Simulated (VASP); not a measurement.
**MgS: single point with PBE**

MgS:

```
Mg S
1.0
     0.00000    2.50448    2.60152
     2.50448    0.00000    2.60152
     2.50448    2.50448    0.00000
Mg S
1 1
Cartesian
  0.0000 0.0000 0.0000
  2.5045 2.5045 2.6015
```

The cell was built by a generator and needn't be a form met in nature.

The cell isn't the ideal one: biaxial_xy strain -3.7%.

- Program: VASP 6.6.1
- Task: single point
- Functional: PBE
- Potentials or basis: VASP PAW PBE potentials, release 64 (Mg, S)
- Cutoff: 520 eV
- k mesh: 8 × 8 × 8
- Occupations: fermi-dirac, width 0.02 eV
- Spin: no spin polarisation
- Dipole correction: no
- Further INCAR settings: ALGO = Normal; EDIFF = 1e-06; NBANDS = 11

- Pressure: 8.1 GPa
- Band gap on the k mesh: 2.78 eV, indirect (least direct gap 4.24 eV)

Stress tensor (GPa, compression positive):
```
10.00  0.00  0.00
 0.00 10.00  0.00
 0.00  0.00  4.32
```

Levels at points of the mesh, in eV from the valence-band top:
```tsv
k point	band 2	band 3	band 4	band 5	band 6	band 7
(0.00, 0.00, 0.00)	-0.15	-0.15	0.00	4.24	7.53	7.95
(0.50, 0.00, 0.00)	-5.35	-0.85	-0.72	4.53	6.72	7.12
(0.50, 0.50, 0.00)	-4.74	-1.83	-1.83	3.01	4.14	12.41
(0.50, 0.00, 0.50)	-4.68	-2.19	-1.85	2.78	4.01	12.79
```

It took 11 s on 1 thread of AMD EPYC 9R45 (Zen 5) (shared host), peak memory 0.13 GiB.

A k mesh can miss the band edges.
